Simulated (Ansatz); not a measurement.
InSb built on the zincblende prototype was relaxed with 5 functionals in Ansatz, cell and atoms free, the symmetry of the start kept (meshes: PBE 6×6×6, r2SCAN 6×6×6, PBEsol 6×6×6, LDA 6×6×6, HSE06 4×4×4). No spin polarisation and no zero-point or thermal motion.

The LDA result:
```yaml
crystal:
  lattice:
    - [0.00000, 3.22695, 3.22695]
    - [3.22695, 0.00000, 3.22695]
    - [3.22695, 3.22695, 0.00000]
  atoms:
    - { symbol: In, position: [0.00000, 0.00000, 0.00000] }
    - { symbol: Sb, position: [0.25000, 0.25000, 0.25000] }
```

Space group F-43m (No. 216), cubic; a = 6.454 Å in the conventional setting, 33.60 Å³ an atom. In is surrounded by 4 Sb at 2.79 Å; Sb is surrounded by 4 In at 2.79 Å.

**Question.** How does the cell change with PBE?

**Answer.** a = 6.638 Å; the volume differs by +8.8 % from LDA's. In has 4 Sb at 2.87 Å; Sb has 4 In at 2.87 Å.

**Question.** What lattice does HSE06 give?

**Answer.** a = 6.553 Å; the volume differs by +4.7 % from LDA's. In is surrounded by 4 Sb at 2.84 Å; Sb is surrounded by 4 In at 2.84 Å.

**Question.** Held at the r2SCAN cell, what mean stress do LDA and PBE find, and does its sign point to their own minimum?

**Answer.** Yes. LDA -2.02 GPa, and its relaxed volume is -4.7 % from r2SCAN's; PBE +1.45 GPa, and its relaxed volume is +3.6 % from r2SCAN's. Compression counts positive, so a positive stress asks for a larger cell.
